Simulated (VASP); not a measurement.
**Ge in VASP: how settings move the PBE single point**

Aim: see what changed inputs do to the PBE single point of diamond Ge, under +5.6 % strain along z alone.

Code: VASP 6.6.1. PAW datasets, plane waves. Spin-unpolarised throughout; all numbers are computed.

## (1) Starting point

The cell comes from an earlier relaxation with r2SCAN in another program, then strained, with the atoms relaxed again.

The symmetry is I4_1/amd (No. 141, tetragonal); conventional cell a = 4.012 Å, c = 5.994 Å, 24.12 Å³ an atom. Ge has 4 Ge at 2.50 Å.

Structure file:

```cif
data_structure
_symmetry_space_group_name_H-M 'P 1'
_symmetry_Int_Tables_number 1
_cell_length_a 4.1266
_cell_length_b 4.1266
_cell_length_c 4.0119
_cell_angle_alpha 60.915
_cell_angle_beta 60.915
_cell_angle_gamma 58.170
_cell_volume 48.24
loop_
_atom_site_label
_atom_site_type_symbol
_atom_site_fract_x
_atom_site_fract_y
_atom_site_fract_z
_atom_site_occupancy
Ge1 Ge 0.00000 0.00000 0.00000 1
Ge2 Ge 0.25000 0.25000 0.25000 1
```

## (2) Baseline

Contents of INCAR:

```
ENCUT = 520.000000
SIGMA = 0.020000
EDIFF = 1.00e-07
GGA = PE
PREC = Accurate
IBRION = -1
ISIF = 2
ISMEAR = -1
NBANDS = 21
NELM = 120
NSW = 0
LASPH = .TRUE.
LCHARG = .FALSE.
LWAVE = .FALSE.
LREAL = .FALSE.
```

Contents of KPOINTS:

```
KPOINTS created by Atomic Simulation Environment
0
Gamma
8 8 8
0 0 0
```

Contents of POSCAR:

```
Ge
 1.0000000000000000
     0.0000000000000000    2.8368735120999999    2.9968731782000000
     2.8368735120999999    0.0000000000000000    2.9968731782000000
     2.8368735120999999    2.8368735120999999    0.0000000000000000
 Ge
   2
Cartesian
  0.0000000000000000  0.0000000000000000  0.0000000000000000
  1.4184367560500000  1.4184367560500000  1.4984365891000002
```

A file KPOINTS_OPT adds named points for the levels; it doesn't enter the self-consistent loop.

Potentials: the recommended PBE PAW datasets, 28 valence electrons.

Command:

```sh
mpirun -np 1 vasp_std
```

## (3) Try 1

Contents of INCAR:

```
ENCUT = 520.000000
SIGMA = 0.020000
EDIFF = 1.00e-07
PREC = Accurate
IBRION = -1
ISIF = 2
ISMEAR = -1
NBANDS = 21
NSW = 0
LASPH = .TRUE.
LCHARG = .FALSE.
LWAVE = .FALSE.
LREAL = .FALSE.
GGA = 91
NELM = 92
```

KPOINTS is that of step 2.

POSCAR is that of step 2.

## (4) Try 2

Contents of INCAR:

```
ENCUT = 520.000000
EDIFF = 1.00e-07
GGA = PE
PREC = Accurate
IBRION = -1
ISIF = 2
NBANDS = 21
NELM = 120
NSW = 0
LASPH = .TRUE.
LCHARG = .FALSE.
LWAVE = .FALSE.
LREAL = .FALSE.
ISMEAR = 1
SIGMA = 0.5
```

KPOINTS is that of step 2.

POSCAR is that of step 2.

## (5) Try 3

Contents of INCAR:

```
ENCUT = 520.000000
GGA = PE
PREC = Accurate
IBRION = -1
ISIF = 2
NELM = 120
NSW = 0
LASPH = .TRUE.
LCHARG = .FALSE.
LWAVE = .FALSE.
LREAL = .FALSE.
ISMEAR = -1
SIGMA = 0.2
NBANDS = 54
EDIFF = 1e-06
```

KPOINTS is that of step 2.

POSCAR is that of step 2.

## (6) Try 4

Changes to INCAR since step 2:

```diff
@@ -7,5 +7,3 @@
 ISIF = 2
-ISMEAR = -1
 NBANDS = 21
-NELM = 120
 NSW = 0
@@ -15 +13,3 @@
 LREAL = .FALSE.
+NELM = 92
+ISMEAR = -5
```

Contents of KPOINTS:

```
KPOINTS created by Atomic Simulation Environment
0
Gamma
1 1 2
0 0 0
```

POSCAR is that of step 2.

Before running it: what results should come out? Wanted: for each run, changed; ending; energy change; pressure; electronic steps; usable.

As calculated:

| run | changed | ending | energy change (meV/atom) | pressure (GPa) | gap on the mesh (eV; negative: overlap) | electronic steps | time | usable |
| --- | --- | --- | --- | --- | --- | --- | --- | --- |
| ref. | – | converged | 0 | -0.6 | -0.19 | 12 | 49 s | yes |
| 1 | GGA = 91, NELM = 92 | converged | – | -0.6 | -0.20 | 13 | 68 s | yes |
| 2 | ISMEAR = 1, SIGMA = 0.5 | converged | -0.6 | -0.5 | -0.19 | 12 | 57 s | yes |
| 3 | ISMEAR = -1, SIGMA = 0.2, NBANDS = 54, EDIFF = 1e-06 | converged | 0.6 | -0.3 | -0.19 | 12 | 3.2 min | yes |
| 4 | ISMEAR = -5, mesh 1×1×2 | refused | – | – | – | – | 1 s | no |

What this shows: Of 4 altered inputs, 1 gave no result, 3 gave usable results. Among the usable ones with comparable energies, «ISMEAR = 1, SIGMA = 0.5» moves the energy most, by -0.6 meV/atom.
